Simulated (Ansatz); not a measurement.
Runs of Ansatz 0.2.0 on ZrS2. Symmetry: P-3m1, No. 164, trigonal system. Conventional cell: a = 3.691 Å, b = 3.691 Å, c = 6.041 Å, α = 90.00°, β = 90.00°, γ = 120.00°. Around Zr (site symmetry -3m) lie 6 S at 2.57 Å. S (site symmetry 3m) is surrounded by 3 Zr at 2.57 Å. The cell is a database's computed one.

```tsv
level	k mesh	cutoff (eV)	smearing	basis error allowed	mesh quality	gap on the mesh (eV)	pressure (GPa)	largest force (eV/Å)
PBE	8 × 8 × 5	201	gaussian 0.017 eV	0.002 eV/atom	not flagged	1.05	0.5	0.05
PBE	8 × 8 × 5	201	gaussian 0.011 eV	0.002 eV/atom	not flagged	1.05	0.5	0.05
PBE	4 × 4 × 2	185	fermi-dirac 0.06 eV	0.004 eV/atom	coarse	1.05	(b)	0.02
PBEsol	8 × 8 × 5	201	gaussian 0.05 eV	0.002 eV/atom	not flagged	(a)	-2.5	0.15
```

Alike in all rows: task single point; potentials or basis all-electron LAPW, scalar-relativistic; no spin polarisation; cell as given.

Problem. Fill in the values left out.

Solution. (a) 0.98; (b) 0.8.

Caveats: some runs use coarse meshes; this functional lacks dispersion, which binds the layers, so the pressure and a relaxed spacing across them are unreliable; an odd mesh through Γ misses points on the zone boundary, where band edges often lie (some runs).

A k mesh can miss the band edges, and the runs leave out spin-orbit coupling on Zr.
